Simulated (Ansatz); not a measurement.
# A computed series for CsI: response to strain

The reference is CsI in the CsCl type structure (space group Pm-3m, No. 221; a = 4.610 Å).

Strains are applied to the cell and any free atomic positions relax.

All numbers come from Ansatz (a quantum-chemistry and plane-wave program), r2SCAN, PAW, cutoff 500 eV, without spin-orbit coupling.

| isotropic strain (%) | pressure (GPa) |
|---|---|
| -5.96 | 3.6 |
| -5.13 | 2.9 |
| 0 | 0.0 |
| 1.4 | ? |
| 2.32 | -0.7 |

Problem. Fit P = P₀ − Bδ + Cδ² with δ = (1 + ε)³ − 1 to the rows shown and predict the withheld row.

Solution. Least squares on the printed values gives P₀ = 0.0 GPa, B = 13.0 GPa, C = 49.2 GPa (largest residual 0.0 GPa); this predicts -0.5 GPa, and the run gives -0.5 GPa, in agreement.

No phonon test of stability was made.
